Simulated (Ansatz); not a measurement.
Geometry optimisation, DFT PBEsol, scalar-relativistic, plane waves, PAW (Ansatz).

input.yaml

```yaml
crystal:
  lattice:
    - [7.995539, 0.0, 0.0]
    - [0.0, 5.6537, 0.0]
    - [0.0, 0.0, 16.996654]
  atoms:
    - { symbol: Ga, position: [0.0, 0.0, 0.05883511] }
    - { symbol: As, position: [1.00000003, 0.25, 0.17643972] }
    - { symbol: Ga, position: [0.75000002, 0.5, 0.17643972] }
    - { symbol: As, position: [0.25000001, 0.75, 0.05883511] }
    - { symbol: Ga, position: [0.25000001, 0.5, 0.17643972] }
    - { symbol: As, position: [0.75000002, 0.75, 0.05883511] }
    - { symbol: Ga, position: [0.50000001, 0.0, 0.05883511] }
    - { symbol: As, position: [0.50000001, 0.25, 0.17643972] }
    - { symbol: Ga, position: [0.50000001, 0.0, 0.29404432] }
    - { symbol: As, position: [0.50000001, 0.25, 0.41164893] }
    - { symbol: Ga, position: [0.25000001, 0.5, 0.41164893] }
    - { symbol: As, position: [0.75000002, 0.75, 0.29404432] }
    - { symbol: Ga, position: [0.75000002, 0.5, 0.41164893] }
    - { symbol: As, position: [0.25000001, 0.75, 0.29404432] }
    - { symbol: Ga, position: [1.00000003, 0.0, 0.29404432] }
    - { symbol: As, position: [1.00000003, 0.25, 0.41164893] }
    - { symbol: As, position: [0.75000002, 0.0, 0.41812079] }
basis:
  ecutwfc: 420.0
kpoints:
  mp_grid: { grid: [2, 3, 1] }
hamiltonian:
  xc: pbesol
  pseudopotentials: { kind: paw, azcp: { folder: soft_1 } }
scf:
  occupations: { method: gaussian, width: 0.1 }
  lower_state_search: "off"
relax:
  f_tol: 0.03
  max_steps: 60
  adjacent_minimum: "off"
  constraints: [{ sites: [0, 3, 5, 6] }]
output:
  write_density: true
  write_potential: true
  elf: true
  volumetric_format: npy
```

Launched with:

```bash
$ ansatz run input.yaml --threads 4 --pin off --max-ram 10240MiB --backend cpu --events-out ev --progress --plain --runs-dir out
```

Q: Where does it end, and by what steps?

A: The forces met the threshold. Limits of this set-up: coarse k mesh, thin slab, slab without dipole correction, odd electron count without spin, PAW files made for another functional. After 11 steps the energy has fallen by 1.443 eV; As17 moved furthest, 0.88 Å.

```tsv
step	energy less start (eV)	largest force component (eV/Å)	accepted
0	0.0000	1.448	yes
1	-0.6176	0.854	yes
2	-0.9692	0.428	yes
3	-1.1138	0.335	yes
4	-1.2175	0.319	yes
5	-1.3250	0.216	yes
6	-1.3980	0.147	yes
7	-1.4016	0.369	yes
8	-1.4218	0.367	yes
9	-1.4394	0.063	yes
10	-1.4394	0.063	yes
11	-1.4426	0.022	yes
```

```xyz
17
Lattice="7.9955 0.0000 0.0000 0.0000 5.6537 0.0000 0.0000 0.0000 16.9967" Properties=species:S:1:pos:R:3
Ga 0.000 0.000 1.000
As 8.030 1.706 2.834
Ga 5.997 3.025 3.124
As 1.999 4.240 1.000
Ga 1.999 3.134 3.112
As 5.997 4.240 1.000
Ga 3.998 0.000 1.000
As 3.964 1.706 2.834
Ga 3.950 0.334 4.883
As 3.943 1.246 7.168
Ga 1.999 2.636 6.615
As 5.997 4.652 4.989
Ga 5.997 2.499 7.047
As 1.999 4.522 5.069
Ga 8.043 0.334 4.883
As 8.050 1.246 7.168
As 5.997 -0.822 7.427
```

Whether the end is a true minimum wasn't checked by a vibrational analysis.

Time of the run: 3.1 min on 4 threads of Arm Neoverse V1 (shared host), peak memory 2.4 GiB.
